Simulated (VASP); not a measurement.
# Br (Cmce) in VASP: further runs, part 2 of 3

VASP 6.6.1. The steps go on from the part before.

## 3. G0W0 quasiparticle levels, PBE

POSCAR

```
Br
1.0
    3.3632500000     -2.3225500000      0.0000000000
    3.3632500000      2.3225500000      0.0000000000
    0.0000000000      0.0000000000      8.7023000000
Br
4
Direct
    0.3651000000      0.6349000000      0.3901000000
    0.1349000000      0.8651000000      0.8901000000
    0.6349000000      0.3651000000      0.6099000000
    0.8651000000      0.1349000000      0.1099000000
```

INCAR.step1

```
ALGO = Normal
EDIFF = 1E-8
ENCUT = 500
GGA = PE
ISMEAR = 0
KPAR = 4
LASPH = T
LCHARG = F
LREAL = F
LWAVE = T
NELM = 80
PREC = Accurate
SIGMA = 0.01
```

INCAR.step2

```
ALGO = Exact
EDIFF = 1E-8
ENCUT = 500
GGA = PE
ISMEAR = 0
ISTART = 1
KPAR = 4
LASPH = T
LCHARG = F
LOPTICS = T
LREAL = F
LWAVE = T
NBANDS = 419
NELM = 1
PREC = Accurate
SIGMA = 0.01
```

INCAR.step3

```
ALGO = EVGW0
EDIFF = 1E-8
ENCUT = 500
ENCUTGW = 120
GGA = PE
ISMEAR = 0
ISTART = 1
KPAR = 4
LASPH = T
LCHARG = F
LREAL = F
LWAVE = F
NBANDS = 419
NBANDSGW = 22
NELMGW = 1
NOMEGA = 50
PREC = Accurate
PRECFOCK = Fast
SIGMA = 0.01
```

KPOINTS

```
k-points
0
Gamma
  4 4 2
```

Potentials or basis: VASP PAW PBE potentials, release 64 (Br_GW).

Started as:

```console
> cat potpaw_PBE.64/Br_GW/POTCAR > POTCAR
> cp INCAR.step1 INCAR
> mpirun -np 4 vasp_std > vasp.out
> cp INCAR.step2 INCAR
> mpirun -np 4 vasp_std > vasp.out
> cp INCAR.step3 INCAR
> mpirun -np 4 vasp_std > vasp.out
```

OUTCAR:

```text
EDIFF = 1E-8
   ENCUT = 500
   ENCUTGW = 120
   GGA = PE
   ISMEAR = 0
   ISTART = 1
   LASPH = T
   LREAL = F
   NELMGW = 1
   PREC = Accurate
   PRECFOCK = Fast

 ion  position               nearest neighbor table
   1  0.365  0.635  0.390-   3 2.29
   2  0.135  0.865  0.890-   4 2.29
   3  0.635  0.365  0.610-   1 2.29
   4  0.865  0.135  0.110-   2 2.29

  LATTYP: Found a base centered orthorhombic cell.
 ALAT       =     4.6451000000
 B/A-ratio  =     1.4480850789
 C/A-ratio  =     1.8734365245

  Lattice vectors:

 A1 = (  -3.3632500000,  -2.3225500000,   0.0000000000)
 A2 = (   3.3632500000,  -2.3225500000,   0.0000000000)
 A3 = (   0.0000000000,   0.0000000000,   8.7023000000)

Analysis of symmetry for initial positions (statically):
=====================================================================
 Subroutine PRICEL returns:
 Original cell was already a primitive cell.

 Routine SETGRP: Setting up the symmetry group for a
 base centered orthorhombic supercell.

 Subroutine GETGRP returns: Found  8 space group operations
 (whereof  4 operations were pure point group operations)
 out of a pool of  8 trial point group operations.

The static configuration has the point symmetry C_2h.
 The point group associated with its full space group is D_2h.

Analysis of symmetry for dynamics (positions and initial velocities):
=====================================================================
 Subroutine PRICEL returns:
 Original cell was already a primitive cell.

 Routine SETGRP: Setting up the symmetry group for a
 base centered orthorhombic supercell.

 Subroutine GETGRP returns: Found  8 space group operations
 (whereof  4 operations were pure point group operations)
 out of a pool of  8 trial point group operations.

[... 82 lines left out ...]
   NGX,Y,Z   is equivalent  to a cutoff of  12.20, 12.20, 12.23 a.u.
   NGXF,Y,Z  is equivalent  to a cutoff of  24.40, 24.40, 24.45 a.u.
 SYSTEM =  unknown system
   PREC   = accura    normal or accurate (medium, high low for compatibility)
   ISTART =      1    job   : 0-new  1-cont  2-samecut
   ICHARG =      0    charge: 1-file 2-atom 10-const
   ISPIN  =      1    spin polarized calculation?
   LNONCOLLINEAR =      F non collinear calculations
   LSORBIT =      F    spin-orbit coupling
   LASPH  =      T    aspherical Exc in radial PAW
   ENCUT  =  500.0 eV  36.75 Ry    6.06 a.u.   7.45  7.45 15.87*2*pi/ulx,y,z
   NELM   =     60;   NELMIN=  2; NELMDL=  0     # of ELM steps
   EDIFF  = 0.1E-07   stopping-criterion for ELM
   LREAL  =      F    real-space projection
   EDIFFG = 0.1E-06   stopping-criterion for IOM
   NSW    =      0    number of steps for IOM
   IBRION =     -1    ionic relax: 0-MD 1-quasi-New 2-CG
   NFREE  =      0    steps in history (QN), initial steepest desc. (CG)
   ISIF   =      0    stress and relaxation
   ISYM   =      3    0-nonsym 1-usesym 2-fastsym
   POTIM  = 0.5000    time-step for ionic-motion
   TEBEG  =    0.0;   TEEND  =   0.0 temperature during run
   PSTRESS=    0.0 pullay stress
   NELECT =      28.0000    total number of electrons
   NUPDOWN=      -1.0000    fix difference up-down
   EMIN   =  10.00;   EMAX   =-10.00  energy-range for DOS
   EFERMI =   0.00;   METHOD = LEGACY
   ISMEAR =     0;   SIGMA  =   0.01  broadening in eV -4-tet -1-fermi 0-gaus
   EFERMI_NEDOS =   21; number of points for ismear=-14 and -15
   IALGO  =     38    algorithm
   IMIX   =      4    mixing-type and parameters
     AMIX     =   0.40;   BMIX     =  1.00
     AMIX_MAG =   1.60;   BMIX_MAG =  1.00
  volume/ion in A,a.u.               =      33.99       229.36
  Fermi-wavevector in a.u.,A,eV,Ry     =   0.966788  1.826965 12.717090  0.934680
  Thomas-Fermi vector in A             =   2.096619
   LORBIT       =      0    0 simple, 1 ext, 2 COOP (PROOUT), +10 PAW based schemes
   GGA     = PE    functional components
   LHFCALC =     T    Hartree Fock is set to
   PRECFOCK=fast      Normal, Fast or Accurate (Low or Medium for compatibility)
   ENCUT4O =  -1.0   cutoff for four orbital integrals eV
   NKREDX  =     1    reduce k-point grid by
   NKREDY  =     1    reduce k-point grid by
   NKREDZ  =     1    reduce k-point grid by
   AEXX    =    1.0000 exact exchange contribution
   HFSCREEN=    0.0000 screening length (either q_TF or 0.3 A-1)
   HFSCREENC=   0.0000 screening length for correlation (either q_TF or 0.3 A-1)
   ENCUTFOCK=  -1.0 apply spherical cutoff to Coloumb kernel
   IVDW    =     0    specifies the selected vdW correction
   LEPSILON=     F    determine dielectric tensor
   LRPA    =     F    only Hartree local field effects (RPA)
   LRPAFORCE           =     F    calculate RPA forces
   ENCUTGW             = 120.0    cutoff for response function in eV
   ENCUTGWSOFT         =  96.0    soft cutoff for Coulomb kernel in GW response function in eV
   ENCUTLF             =  -1.0    cutoff for local field effects
   NELMGW              =     1    number of iterations in solving QP/BSE equation
   NELMHF              =     1    number of iterations in the inner HF iteration
   NKREDLFX            =     1    NKREDLFY  =   1   NKREDLFZ  =   1
 non-spin polarized calculation
 Gauss-broadening in eV      SIGMA  =   0.01
  energy-cutoff  :      500.00
  volume of cell :      135.95
 maximum number of plane-waves:      3476
 NGX is ok and might be reduce to    30
  NGX = 16; NGY = 16; NGZ = 36
   NGX = 15   NGY = 15   NGZ = 31
 maximum number of plane-waves:       416

 QP shifts <psi_nk| G(iteration)W_0 |psi_nk>: iteration 1
 for sc-GW calculations column KS-energies equals QP-energies in previous step
 and V_xc(KS)=  KS-energies - (<T + V_ion + V_H > + <T+V_H+V_ion>^1  + <V_x>^1)

 k-point   1 :       0.0000    0.0000    0.0000
  band No.  KS-energies  QP-energies   sigma(KS)   V_xc(KS)     V^pw_x(r,r')   Z            occupation Imag(sigma)

      1     -16.2689     -16.8220     -14.7070     -13.7940     -22.4288       0.6058       2.0000       1.3990
      2     -15.9548     -16.5480     -14.9675     -14.0109     -22.4504       0.6201       2.0000       1.2956
      3     -13.4426     -14.0209     -14.7844     -13.9349     -21.5770       0.6807       2.0000       1.3507
      4     -12.7757     -13.3301     -15.3342     -14.4612     -21.7024       0.6351       2.0000       1.0331
      5      -5.2603      -6.2540     -13.8733     -12.5073     -16.2332       0.7274       2.0000       0.4210
      6      -4.2651      -5.1932     -14.5030     -13.2194     -16.4241       0.7231       2.0000       0.2821
[... 352 lines left out ...]
     21       8.7661       9.1587      -7.6036      -8.1204      -3.5758       0.7595       0.0000      -0.1879
     22       8.7661       9.1587      -7.6036      -8.1204      -3.5758       0.7595       0.0000      -0.1879
```

Wall time 9 min (4 MPI ranks of Intel Xeon Platinum 8559C (Emerald Rapids), shared host); peak memory 3.8 GiB.

Results:

* Band gap on the k mesh, mean-field level: 1.87 eV, indirect (least direct gap 1.91 eV)
* Quasiparticle gap: 3.70 eV
* Least direct quasiparticle gap: 3.86 eV

Caveat: bands, screening cutoff and mesh are small and nothing is extrapolated, so the quasiparticle values aren't converged. A k mesh can miss the band edges.

## 4. Band structure, LDA

INCAR

```
SYSTEM = Br
ALGO = Fast
EDIFF = 1E-6
ENCUT = 520
GGA = CA
ISIF = 2
ISMEAR = 0
LASPH = .True.
LCHARG = .False.
LREAL = .False.
LWAVE = .False.
NELM = 80
PREC = Accurate
SIGMA = 0.02
```

KPOINTS

```
k-points
0
Gamma
  8 8 4
  0 0 0
```

POSCAR is that of step 3.

KPOINTS_OPT

```
path GXSRAZGYX1A1TY,ZT
20
line-mode
reciprocal
 0.0000000000  0.0000000000  0.0000000000  G
 0.3692207505 -0.3692207505  0.0000000000  X

 0.3692207505 -0.3692207505  0.0000000000  X
 0.0000000000 -0.5000000000  0.0000000000  S

 0.0000000000 -0.5000000000  0.0000000000  S
 0.0000000000 -0.5000000000 -0.5000000000  R

 0.0000000000 -0.5000000000 -0.5000000000  R
 0.3692207505 -0.3692207505 -0.5000000000  A

 0.3692207505 -0.3692207505 -0.5000000000  A
 0.0000000000  0.0000000000 -0.5000000000  Z

 0.0000000000  0.0000000000 -0.5000000000  Z
 0.0000000000  0.0000000000  0.0000000000  G

 0.0000000000  0.0000000000  0.0000000000  G
-0.5000000000 -0.5000000000  0.0000000000  Y

-0.5000000000 -0.5000000000  0.0000000000  Y
-0.3692207505 -0.6307792495  0.0000000000  X1

-0.3692207505 -0.6307792495  0.0000000000  X1
-0.3692207505 -0.6307792495 -0.5000000000  A1

-0.3692207505 -0.6307792495 -0.5000000000  A1
-0.5000000000 -0.5000000000 -0.5000000000  T

-0.5000000000 -0.5000000000 -0.5000000000  T
-0.5000000000 -0.5000000000  0.0000000000  Y

 0.0000000000  0.0000000000 -0.5000000000  Z
-0.5000000000 -0.5000000000 -0.5000000000  T
```

Potentials or basis: VASP PAW LDA potentials, release 64 (Br).

Started as:

```console
> cat potpaw_LDA.64/Br/POTCAR > POTCAR
> mpirun -np 1 vasp_std > vasp.out
```

OUTCAR:

```text
SYSTEM = Br
   EDIFF = 1E-6
   ENCUT = 520
   GGA = CA
   ISIF = 2
   ISMEAR = 0
   LASPH = .True.
   LREAL = .False.
   NELM = 80
   PREC = Accurate

 ion  position               nearest neighbor table
   1  0.365  0.635  0.390-   3 2.29
   2  0.135  0.865  0.890-   4 2.29
   3  0.635  0.365  0.610-   1 2.29
   4  0.865  0.135  0.110-   2 2.29

  LATTYP: Found a base centered orthorhombic cell.
 ALAT       =     4.6451000000
 B/A-ratio  =     1.4480850789
 C/A-ratio  =     1.8734365245

  Lattice vectors:

 A1 = (  -3.3632500000,  -2.3225500000,   0.0000000000)
 A2 = (   3.3632500000,  -2.3225500000,   0.0000000000)
 A3 = (   0.0000000000,   0.0000000000,   8.7023000000)

Analysis of symmetry for initial positions (statically):
=====================================================================
 Subroutine PRICEL returns:
 Original cell was already a primitive cell.

 Routine SETGRP: Setting up the symmetry group for a
 base centered orthorhombic supercell.

 Subroutine GETGRP returns: Found  8 space group operations
 (whereof  4 operations were pure point group operations)
 out of a pool of  8 trial point group operations.

The static configuration has the point symmetry C_2h.
 The point group associated with its full space group is D_2h.

Analysis of symmetry for dynamics (positions and initial velocities):
=====================================================================
 Subroutine PRICEL returns:
 Original cell was already a primitive cell.

 Routine SETGRP: Setting up the symmetry group for a
 base centered orthorhombic supercell.

 Subroutine GETGRP returns: Found  8 space group operations
 (whereof  4 operations were pure point group operations)
 out of a pool of  8 trial point group operations.
[... 117 lines left out ...]
   NELECT =      28.0000    total number of electrons
   NUPDOWN=      -1.0000    fix difference up-down
   EMIN   =  10.00;   EMAX   =-10.00  energy-range for DOS
   EFERMI =   0.00;   METHOD = LEGACY
   ISMEAR =     0;   SIGMA  =   0.02  broadening in eV -4-tet -1-fermi 0-gaus
   EFERMI_NEDOS =   21; number of points for ismear=-14 and -15
   IALGO  =     68    algorithm
   IMIX   =      4    mixing-type and parameters
     AMIX     =   0.40;   BMIX     =  1.00
     AMIX_MAG =   1.60;   BMIX_MAG =  1.00
  volume/ion in A,a.u.               =      33.99       229.36
  Fermi-wavevector in a.u.,A,eV,Ry     =   0.966788  1.826965 12.717090  0.934680
  Thomas-Fermi vector in A             =   2.096619
   LORBIT       =      0    0 simple, 1 ext, 2 COOP (PROOUT), +10 PAW based schemes
   GGA     = CA    functional components
   LHFCALC =     F    Hartree Fock is set to
   AEXX    =    0.0000 exact exchange contribution
   IVDW    =     0    specifies the selected vdW correction
   LEPSILON=     F    determine dielectric tensor
   LRPA    =     F    only Hartree local field effects (RPA)
 non-spin polarized calculation
 RMM-DIIS sequential band-by-band and
 Gauss-broadening in eV      SIGMA  =   0.02
  energy-cutoff  :      520.00
  volume of cell :      135.95
 maximum number of plane-waves:      3697
   NGX = 15   NGY = 15   NGZ = 33

 number of electron      27.9999999 magnetization

 Free energy of the ion-electron system (eV)
  ---------------------------------------------------
  ext. energy  EPLUGINS =         0.00000000
  ---------------------------------------------------
  free energy    TOTEN  =        -8.07501841 eV

  energy without entropy =       -8.07501841  energy(sigma->0) =       -8.07501841

 E-fermi :  -0.2398     XC(G=0):  -8.3341

 val. band max:       -0.3816148681   @ k =   0.5000  -0.0000   0.5000
 cond. band min:       1.3437018214   @ k =   0.1250  -0.0000   0.0000
 fundamental gap:      1.7253166894
 Fermi energy:        -0.2397622220

 k-point     1 :       0.0000    0.0000    0.0000
  band No.  band energies     occupation
      1     -16.3587      2.00000
      2     -16.0410      2.00000
      3     -13.5247      2.00000
      4     -12.8481      2.00000
      5      -5.3782      2.00000
      6      -4.3572      2.00000
[... 481 lines left out ...]
      5      -5.2815      2.00000
      6      -4.7468      2.00000
[... 10 lines left out ...]
     17       6.3127      0.00000
     18       6.6463      0.00000

 [... further k-points ...]
[... 5 lines left out ...]
  --------------------------------------------------------------------------------------
  -------------------------------------------------------------------------------------
  Total       -0.9103976     -1.5872798     -0.4997788      0.0000000     -0.0000000      0.0000000
  in kB      -10.7288559    -18.7057792     -5.8897948      0.0000000     -0.0000000      0.0000000
  external PRESSURE =     -11.7748100 kB  Pullay stress =       0.0000000 kB

 VOLUME and BASIS-vectors are now :
 -----------------------------------------------------------------------------
  energy-cutoff  :      520.00
  volume of cell :      135.95
      direct lattice vectors                 reciprocal lattice vectors
     3.363250000 -2.322550000  0.000000000     0.148665725 -0.215280618  0.000000000
     3.363250000  2.322550000  0.000000000     0.148665725  0.215280618  0.000000000
     0.000000000  0.000000000  8.702300000     0.000000000  0.000000000  0.114912150

 POSITION                                       TOTAL-FORCE (eV/Angst)
 -----------------------------------------------------------------------------------
      3.36325      0.62662      3.39477         0.000000      0.309111     -0.660180
      3.36325      1.69593      7.74592         0.000000     -0.309111     -0.660180
      3.36325     -0.62662      5.30753         0.000000     -0.309111      0.660180
      3.36325     -1.69593      0.95638         0.000000      0.309111      0.660180
 -----------------------------------------------------------------------------------
    total drift:                               -0.000000      0.000000      0.000000

  FREE ENERGIE OF THE ION-ELECTRON SYSTEM (eV)
  ---------------------------------------------------
  free  energy   TOTEN  =        -8.0750184115 eV

  energy  without entropy=       -8.0750184115  energy(sigma->0) =       -8.07501841
```

stdout:

```text
POSCAR found type information on POSCAR Br
 POSCAR found :  1 types and       4 ions
 scaLAPACK will be used
 LDA part: xc-table for (Slater(with rela. corr.)+CA(PZ))
 , standard interpolation
 POSCAR, INCAR and KPOINTS ok, starting setup
 FFT: planning ... GRIDC
 FFT: planning ... GRID_SOFT
 FFT: planning ... GRID
 WAVECAR not read
 entering main loop
 Start KPOINTS_OPT (optional k-point list driver)
k-point batch [1-63\240]
k-point batch [64-126\240]
k-point batch [127-189\240]
k-point batch [190-240\240]
```

Wall time 3.8 min (1 thread of Intel Xeon Platinum 8488C (Sapphire Rapids), shared host); peak memory 0.34 GiB.

Results:

- Free energy: -8.0750 eV
- Pressure: -1.2 GPa
- Largest force: 0.729 eV/Å
- Band gap on the k mesh: 1.73 eV, indirect (least direct gap 1.77 eV)
- Band gap along the path: 1.71 eV, indirect (least direct gap 1.74 eV)

Forces in eV/Å, atoms in the order of the input:
```
Br   0.000  0.309 -0.660
Br   0.000 -0.309 -0.660
Br   0.000 -0.309  0.660
Br   0.000  0.309  0.660
```

Stress tensor (GPa, compression positive):
```
-1.07  0.00  0.00
 0.00 -1.87  0.00
 0.00  0.00 -0.59
```

Levels at the corners of the path, in eV from the valence-band top:
```
point  band 11  band 12  band 13  band 14  band 15  band 16  band 17  band 18
    Γ    -0.98    -0.38    -0.08    -0.03     1.74     2.52     5.55     6.30
    X    -1.20    -0.91    -0.35    -0.02     1.97     2.24     7.57     8.14
    X    -1.20    -0.91    -0.35    -0.02     1.97     2.24     7.57     8.14
    S    -0.86    -0.86    -0.26    -0.26     2.43     2.43     6.81     6.81
    S    -0.86    -0.86    -0.26    -0.26     2.43     2.43     6.81     6.81
    R    -0.56    -0.56     0.00     0.00     2.13     2.13     7.12     7.12
    R    -0.56    -0.56     0.00     0.00     2.13     2.13     7.12     7.12
    A    -0.55    -0.55    -0.51    -0.51     2.09     2.09     8.09     8.09
    A    -0.55    -0.55    -0.51    -0.51     2.09     2.09     8.09     8.09
    Z    -0.86    -0.86    -0.06    -0.06     1.95     1.95     6.31     6.31
    Z    -0.86    -0.86    -0.06    -0.06     1.95     1.95     6.31     6.31
    Γ    -0.98    -0.38    -0.08    -0.03     1.74     2.52     5.55     6.30
    Γ    -0.98    -0.38    -0.08    -0.03     1.74     2.52     5.55     6.30
    Y    -1.40    -1.20    -0.42    -0.02     1.80     2.19     7.02     7.28
    Y    -1.40    -1.20    -0.42    -0.02     1.80     2.19     7.02     7.27
   X1    -1.20    -0.91    -0.35    -0.02     1.97     2.24     7.57     8.14
   X1    -1.20    -0.91    -0.35    -0.02     1.97     2.24     7.57     8.14
   A1    -0.55    -0.55    -0.51    -0.51     2.09     2.09     8.09     8.10
   A1    -0.55    -0.55    -0.51    -0.51     2.09     2.09     8.09     8.09
    T    -0.96    -0.96    -0.65    -0.65     1.86     1.86     7.71     7.71
    T    -0.96    -0.96    -0.65    -0.65     1.86     1.86     7.71     7.71
    Y    -1.40    -1.20    -0.42    -0.02     1.80     2.19     7.02     7.27
    Z    -0.86    -0.86    -0.06    -0.06     1.95     1.95     6.31     6.31
    T    -0.96    -0.96    -0.65    -0.65     1.86     1.86     7.71     7.71
```

LDA gaps usually lie below the measured ones, often by a third to a half.

(Continued in part 3 of 3.)
